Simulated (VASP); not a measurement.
# InP (I4mm) in VASP: notebook

The runs below take InP through single point, with PBE.

All numbers are computed with VASP 6.6.1; they aren't measurements. Logs are shortened: lines on timing, memory, paths and dates and some standing lists are left out, and cuts for length are marked.

## Step 1: The cell of the first run

Symmetry: I4mm, No. 107, tetragonal system. The conventional cell has a = 4.038 Å, b = 4.038 Å, c = 5.710 Å, α = 90.00°, β = 90.00°, γ = 90.00°. In (site symmetry 4mm) has 6 P at 2.81 to 2.90 Å as nearest neighbours. P (site symmetry 4mm) has 6 In at 2.81 to 2.90 Å as nearest neighbours.

Measurements of this composition are mostly on another form, of space group No. 216.

## Step 2: Single point, PBE

Input file INCAR:

```
SYSTEM = InP
PREC = Accurate
ENCUT = 520
EDIFF = 1E-6
ISMEAR = 0
SIGMA = 0.15
LREAL = .False.
LASPH = .True.
NELM = 100
ALGO = Fast
ISIF = 2
LWAVE = .False.
LCHARG = .False.
GGA = PE
NBANDS = 16
```

Input file KPOINTS:

```
Automatic mesh
0
Gamma
  14 14 14
  0 0 0
```

Input file POSCAR:

```
InP
1.0
    0.0000000000      2.8550000000      2.8550000000
    2.8550000000      0.0000000000      2.8550000000
    2.8550000000      2.8550000000      0.0000000000
In P
1 1
Direct
    0.0087565674      0.0087565674     -0.0087565674
    0.5000000000      0.5000000000      0.5000000000
```

Potentials or basis: VASP PAW PBE potentials, release 64 (In_d, P).

Run with:

```
$ cat potpaw_PBE.64/In_d/POTCAR potpaw_PBE.64/P/POTCAR > POTCAR
$ mpirun -np 1 vasp_std > vasp.out
```

OUTCAR:

```text
SYSTEM = InP
   PREC = Accurate
   ENCUT = 520
   EDIFF = 1E-6
   ISMEAR = 0
   LREAL = .False.
   LASPH = .True.
   NELM = 100
   ISIF = 2
   GGA = PE

 ion  position               nearest neighbor table
   1  0.009  0.009  0.991-   2 2.81   2 2.86   2 2.86   2 2.86   2 2.86   2 2.90
   2  0.500  0.500  0.500-   1 2.81   1 2.86   1 2.86   1 2.86   1 2.86   1 2.90

  LATTYP: Found a face centered cubic cell.
 ALAT       =     5.7100000000

  Lattice vectors:

 A1 = (   0.0000000000,   2.8550000000,   2.8550000000)
 A2 = (   2.8550000000,   0.0000000000,   2.8550000000)
 A3 = (   2.8550000000,   2.8550000000,   0.0000000000)

Analysis of symmetry for initial positions (statically):
=====================================================================
 Subroutine PRICEL returns:
 Original cell was already a primitive cell.

 Routine SETGRP: Setting up the symmetry group for a
 face centered cubic supercell.

 Subroutine GETGRP returns: Found  8 space group operations
 (whereof  8 operations were pure point group operations)
 out of a pool of 48 trial point group operations.

The static configuration has the point symmetry C_4v.

Analysis of symmetry for dynamics (positions and initial velocities):
=====================================================================
 Subroutine PRICEL returns:
 Original cell was already a primitive cell.

 Routine SETGRP: Setting up the symmetry group for a
 face centered cubic supercell.

 Subroutine GETGRP returns: Found  8 space group operations
 (whereof  8 operations were pure point group operations)
 out of a pool of 48 trial point group operations.

The dynamic configuration has the point symmetry C_4v.

 Subroutine INISYM returns: Found  8 space group operations
 (whereof  8 operations are pure point group operations),
 and found     1 'primitive' translations

----------------------------------------------------------------------------------------

                                     Primitive cell

  volume of cell :      46.5424

  direct lattice vectors                    reciprocal lattice vectors
     0.000000000  2.855000000  2.855000000    -0.175131349  0.175131349  0.175131349
     2.855000000  0.000000000  2.855000000     0.175131349 -0.175131349  0.175131349
     2.855000000  2.855000000  0.000000000     0.175131349  0.175131349 -0.175131349

  length of vectors
     4.037579721  4.037579721  4.037579721     0.303336394  0.303336394  0.303336394

  position of ions in fractional coordinates (direct lattice)
     0.008756567  0.008756567  0.991243433
     0.500000000  0.500000000  0.500000000

  ion indices of the primitive-cell ions
   primitive index   ion index
                 1           1
                 2           2

----------------------------------------------------------------------------------------

 KPOINTS: Automatic mesh

Automatic generation of k-mesh.
 Grid dimensions read from file:
 generate k-points for:   14   14   14

 Generating k-lattice:

  Cartesian coordinates                     Fractional coordinates (reciprocal lattice)
    -0.012509382  0.012509382  0.012509382     0.071428571  0.000000000  0.000000000
     0.012509382 -0.012509382  0.012509382     0.000000000  0.071428571  0.000000000
     0.012509382  0.012509382 -0.012509382     0.000000000  0.000000000  0.071428571

  Length of vectors
     0.021666885  0.021666885  0.021666885

  Shift w.r.t. Gamma in fractional coordinates (k-lattice)
     0.000000000  0.000000000  0.000000000

 Subroutine IBZKPT returns following result:
 ===========================================

 Found    244 irreducible k-points:

 Following reciprocal coordinates:
            Coordinates               Weight
  0.000000  0.000000  0.000000      1.000000
  0.071429  0.000000  0.000000      8.000000
  0.142857  0.000000  0.000000      8.000000
  0.214286  0.000000  0.000000      8.000000
  0.285714  0.000000  0.000000      8.000000
  0.357143  0.000000  0.000000      8.000000
[... 16 lines left out ...]
 -0.428571  0.071429  0.000000      8.000000
  0.000000 -0.428571  0.071429     16.000000
 [... further k-points ...]
   k-points           NKPTS =    244   k-points in BZ     NKDIM =    244   number of bands    NBANDS=     16
   number of dos      NEDOS =    301   number of ions     NIONS =      2
   total plane-waves  NPLWV =  27000
   dimension x,y,z NGX =    30 NGY =   30 NGZ =   30
   dimension x,y,z NGXF=    60 NGYF=   60 NGZF=   60
   ions per type =               1   1
   NGX,Y,Z   is equivalent  to a cutoff of  12.35, 12.35, 12.35 a.u.
   NGXF,Y,Z  is equivalent  to a cutoff of  24.70, 24.70, 24.70 a.u.
 SYSTEM =  InP
   PREC   = accura    normal or accurate (medium, high low for compatibility)
   ISTART =      0    job   : 0-new  1-cont  2-samecut
   ICHARG =      2    charge: 1-file 2-atom 10-const
   ISPIN  =      1    spin polarized calculation?
   LNONCOLLINEAR =      F non collinear calculations
   LSORBIT =      F    spin-orbit coupling
   LASPH  =      T    aspherical Exc in radial PAW
   ENCUT  =  520.0 eV  38.22 Ry    6.18 a.u.   7.51  7.51  7.51*2*pi/ulx,y,z
   NELM   =    100;   NELMIN=  2; NELMDL= -5     # of ELM steps
   EDIFF  = 0.1E-05   stopping-criterion for ELM
   LREAL  =      F    real-space projection
   EDIFFG = 0.1E-04   stopping-criterion for IOM
   NSW    =      0    number of steps for IOM
   IBRION =     -1    ionic relax: 0-MD 1-quasi-New 2-CG
   NFREE  =      0    steps in history (QN), initial steepest desc. (CG)
   ISIF   =      2    stress and relaxation
   ISYM   =      2    0-nonsym 1-usesym 2-fastsym
   POTIM  = 0.5000    time-step for ionic-motion
   TEBEG  =    0.0;   TEEND  =   0.0 temperature during run
   PSTRESS=    0.0 pullay stress
   NELECT =      18.0000    total number of electrons
   NUPDOWN=      -1.0000    fix difference up-down
   EMIN   =  10.00;   EMAX   =-10.00  energy-range for DOS
   EFERMI =   0.00;   METHOD = LEGACY
   ISMEAR =     0;   SIGMA  =   0.15  broadening in eV -4-tet -1-fermi 0-gaus
   EFERMI_NEDOS =   21; number of points for ismear=-14 and -15
   IALGO  =     68    algorithm
   IMIX   =      4    mixing-type and parameters
     AMIX     =   0.40;   BMIX     =  1.00
     AMIX_MAG =   1.60;   BMIX_MAG =  1.00
  volume/ion in A,a.u.               =      23.27       157.04
  Fermi-wavevector in a.u.,A,eV,Ry     =   1.192750  2.253971 19.356375  1.422653
  Thomas-Fermi vector in A             =   2.328781
   LORBIT       =      0    0 simple, 1 ext, 2 COOP (PROOUT), +10 PAW based schemes
   GGA     = PE    functional components
   LHFCALC =     F    Hartree Fock is set to
   AEXX    =    0.0000 exact exchange contribution
   IVDW    =     0    specifies the selected vdW correction
   LEPSILON=     F    determine dielectric tensor
   LRPA    =     F    only Hartree local field effects (RPA)
 non-spin polarized calculation
 RMM-DIIS sequential band-by-band and
 Gauss-broadening in eV      SIGMA  =   0.15
  energy-cutoff  :      520.00
  volume of cell :       46.54
 maximum number of plane-waves:      1275
   NGX = 15   NGY = 15   NGZ = 15

 number of electron      18.0000003 magnetization

 Free energy of the ion-electron system (eV)
  ---------------------------------------------------
  ext. energy  EPLUGINS =         0.00000000
  ---------------------------------------------------
  free energy    TOTEN  =        -7.84867449 eV

  energy without entropy =       -7.83396375  energy(sigma->0) =       -7.84131912

 E-fermi :   5.9412     XC(G=0):  -9.9765

 val. band max:        5.9215673718   @ k =   0.1429   0.0714   0.3571
 cond. band min:       5.9441095651   @ k =   0.0000  -0.3571   0.1429
 fundamental gap:      0.0225421933
 Fermi energy:         5.9411640533

 k-point     1 :       0.0000    0.0000    0.0000
  band No.  band energies     occupation
      1      -8.1584      2.00000
      2      -8.1573      2.00000
      3      -8.1436      2.00000
      4      -8.1436      2.00000
      5      -8.1433      2.00000
      6      -5.4084      2.00000
[... 8 lines left out ...]
     15      13.9209      0.00000
     16      13.9209      0.00000

 k-point     2 :       0.0714    0.0000    0.0000
  band No.  band energies     occupation
      1      -8.1600      2.00000
      2      -8.1589      2.00000
      3      -8.1434      2.00000
      4      -8.1412      2.00000
      5      -8.1411      2.00000
      6      -5.3515      2.00000
[... 8 lines left out ...]
     15      13.5825      0.00000
     16      13.9965      0.00000

 k-point     3 :       0.1429    0.0000    0.0000
  band No.  band energies     occupation
      1      -8.1656      2.00000
      2      -8.1645      2.00000
      3      -8.1434      2.00000
      4      -8.1335      2.00000
      5      -8.1334      2.00000
      6      -5.1830      2.00000
[... 8 lines left out ...]
     15      13.7150      0.00000
     16      13.9508      0.00000

 k-point     4 :       0.2143    0.0000    0.0000
  band No.  band energies     occupation
      1      -8.1744      2.00000
      2      -8.1733      2.00000
      3      -8.1438      2.00000
      4      -8.1214      2.00000
      5      -8.1214      2.00000
      6      -4.9106      2.00000
[... 8 lines left out ...]
     15      14.2156      0.00000
     16      14.2219      0.00000
[... 324 lines left out ...]
 k-point    22 :       0.0000    0.5000    0.0714
  band No.  band energies     occupation
      1      -8.2090      2.00000
      2      -8.1974      2.00000
      3      -8.1448      2.00000
      4      -8.0882      2.00000
      5      -8.0829      2.00000
      6      -3.6003      2.00000
[... 8 lines left out ...]
     15      17.1034      0.00000
     16      17.5072      0.00000

 k-point    23 :      -0.4286    0.0714    0.0000
  band No.  band energies     occupation
      1      -8.2066      2.00000
      2      -8.1982      2.00000
      3      -8.1446      2.00000
      4      -8.0872      2.00000
      5      -8.0861      2.00000
      6      -3.6545      2.00000
[... 8 lines left out ...]
     15      16.4747      0.00000
     16      17.5780      0.00000

 k-point    24 :       0.0000   -0.4286    0.0714
  band No.  band energies     occupation
      1      -8.2060      2.00000
      2      -8.1987      2.00000
      3      -8.1446      2.00000
      4      -8.0871      2.00000
      5      -8.0862      2.00000
      6      -3.6545      2.00000
[... 8 lines left out ...]
     15      16.4744      0.00000
     16      17.5786      0.00000

 [... further k-points ...]
[... 5 lines left out ...]
  --------------------------------------------------------------------------------------
  -------------------------------------------------------------------------------------
  Total       -1.5591576     -1.5591576     -1.4985995      0.0000000      0.0000000      0.0000000
  in kB      -53.6725557    -53.6725557    -51.5878994      0.0000000      0.0000000      0.0000000
  external PRESSURE =     -52.9776703 kB  Pullay stress =       0.0000000 kB

 VOLUME and BASIS-vectors are now :
 -----------------------------------------------------------------------------
  energy-cutoff  :      520.00
  volume of cell :       46.54
      direct lattice vectors                 reciprocal lattice vectors
     0.000000000  2.855000000  2.855000000    -0.175131349  0.175131349  0.175131349
     2.855000000  0.000000000  2.855000000     0.175131349 -0.175131349  0.175131349
     2.855000000  2.855000000  0.000000000     0.175131349  0.175131349 -0.175131349

 POSITION                                       TOTAL-FORCE (eV/Angst)
 -----------------------------------------------------------------------------------
      2.85500      2.85500      0.05000         0.000000      0.000000     -0.043258
      2.85500      2.85500      2.85500         0.000000      0.000000      0.043258
 -----------------------------------------------------------------------------------
    total drift:                               -0.000000     -0.000000     -0.000488

  FREE ENERGIE OF THE ION-ELECTRON SYSTEM (eV)
  ---------------------------------------------------
  free  energy   TOTEN  =        -7.8486744892 eV

  energy  without entropy=       -7.8339637508  energy(sigma->0) =       -7.84131912
```

It took 2.4 min on 1 thread of Intel Xeon Platinum 8488C (Sapphire Rapids), shared host; peak memory 0.3 GiB.

Results:

* Free energy: -7.8487 eV
* Pressure: -5.3 GPa
* Largest force: 0.043 eV/Å
* Band gap on the k mesh: none (metal or under the smearing width)

Forces on the atoms (eV/Å):
```
In   0.000  0.000 -0.043
P    0.000  0.000  0.043
```

## Step 3: Single point, PBE

Input file INCAR:

```
  PREC = Accurate
  ENCUT = 520
  EDIFF = 1E-6
  ISMEAR = 0
  SIGMA = 0.15
  LREAL = False
  LASPH = True
  NELM = 100
  ALGO = Fast
  ISIF = 2
  LWAVE = False
  LCHARG = False
  GGA = PE
  NBANDS = 16
```

Input file KPOINTS:

```
regular mesh
0
Gamma
  14 14 14
```

Changes to POSCAR since step 2:

```diff
@@ -8,3 +8,3 @@
 Direct
-    0.0087565674      0.0087565674     -0.0087565674
+    0.0175131349      0.0175131349     -0.0175131349
     0.5000000000      0.5000000000      0.5000000000
```

Potentials or basis: VASP PAW PBE potentials, release 64 (In_d, P).

Run with:

```
$ cat potpaw_PBE.64/In_d/POTCAR potpaw_PBE.64/P/POTCAR > POTCAR
$ mpirun -np 1 vasp_std > vasp.out
```

Run time: 2.5 min. Hardware: 1 thread of Intel Xeon Platinum 8488C (Sapphire Rapids), shared host; peak memory 0.3 GiB.

Results (log left out):

* Free energy: -7.8453 eV
* Pressure: -5.1 GPa
* Largest force: 0.095 eV/Å
* Band gap on the k mesh: none (metal or under the smearing width)

Forces on the atoms (eV/Å):
```
In   0.000  0.000 -0.095
P    0.000  0.000  0.095
```

Stress tensor (GPa, compression positive):
```
-5.40  0.00  0.00
 0.00 -5.40  0.00
 0.00  0.00 -4.56
```

Levels at points of the mesh, in eV from the Fermi level:
| k point | band 7 | band 8 | band 9 | band 10 | band 11 | band 12 |
| --- | --- | --- | --- | --- | --- | --- |
| (0.00, 0.00, 0.00) | -0.22 | -0.19 | -0.19 | -0.13 | 6.98 | 6.98 |
| (0.50, 0.00, 0.00) | -6.13 | 0.12 | 0.14 | 2.46 | 3.46 | 3.49 |
| (0.50, 0.50, 0.00) | -4.43 | -2.51 | -2.02 | -2.02 | 4.05 | 9.14 |
| (0.00, 0.50, 0.50) | -4.37 | -2.60 | -2.01 | -1.98 | 4.01 | 9.16 |

## Step 4: Single point, PBE

Input file INCAR:

```
SYSTEM = InP
PREC = Accurate
ENCUT = 520
EDIFF = 1E-6
ISMEAR = 0
SIGMA = 0.15
LREAL = .False.
LASPH = .True.
NELM = 100
ALGO = Fast
ISIF = 2
LWAVE = .False.
LCHARG = .False.
GGA = PE
NBANDS = 16
```

Input file KPOINTS:

```
Automatic mesh
0
Gamma
  14 14 14
  0 0 0
```

Changes to POSCAR since step 3:

```diff
@@ -8,3 +8,3 @@
 Direct
-    0.0175131349      0.0175131349     -0.0175131349
+   -0.0153239930     -0.0153239930      0.0153239930
     0.5000000000      0.5000000000      0.5000000000
```

Run with:

```
$ cat potpaw_PBE.64/In_d/POTCAR potpaw_PBE.64/P/POTCAR > POTCAR
$ mpirun -np 1 vasp_std > vasp.out
```

Run time: 2.6 min. Hardware: 1 thread of Intel Xeon Platinum 8488C (Sapphire Rapids), shared host; peak memory 0.29 GiB.

It converged, with:

```yaml
Free_energy: -7.8464 eV
Pressure: -5.2 GPa
Largest_force: 0.081 eV/Å
Band_gap_on_the_k_mesh: none (metal or under the smearing width)
```

Forces in eV/Å, atoms in the order of the input:
```
In   0.000  0.000  0.081
P    0.000  0.000 -0.081
```

Stress tensor (GPa, compression positive):
```
-5.41  0.00  0.00
 0.00 -5.41  0.00
 0.00  0.00 -4.77
```

Levels at points of the mesh, in eV from the Fermi level:
```csv
k point,band 6,band 7,band 8,band 9,band 10,band 11,band 12,band 13
"(0.00, 0.00, 0.00)",-11.35,-0.21,-0.19,-0.19,-0.14,7.01,7.01,7.10
"(0.50, 0.00, 0.00)",-9.57,-6.13,0.12,0.14,2.45,3.45,3.48,4.53
"(0.50, 0.50, 0.00)",-8.72,-4.42,-2.52,-2.02,-2.02,4.05,9.13,9.13
"(0.00, 0.50, 0.50)",-8.73,-4.37,-2.59,-2.01,-1.99,4.02,9.15,9.16
```

## Step 5: Overview

| cell | gap on the mesh (eV) | pressure (GPa) | largest force (eV/Å) |
| --- | --- | --- | --- |
| all In atoms moved -0.050 Å, as atom 1 towards its neighbour atom 2 (P) at 2.855 Å | none | -5.3 | 0.04 |
| all In atoms moved -0.100 Å, as atom 1 towards its neighbour atom 2 (P) at 2.855 Å | none | -5.1 | 0.10 |
| all In atoms moved +0.087 Å, as atom 1 towards its neighbour atom 2 (P) at 2.855 Å | none | -5.2 | 0.08 |

Alike in all rows: task single point; level PBE; potentials or basis VASP PAW PBE potentials, release 64 (In_d, P); no spin polarisation; k mesh 14 × 14 × 14; cutoff (eV) 520; smearing gaussian 0.15 eV.

Absolute energies hang on the potentials; compare differences alone.
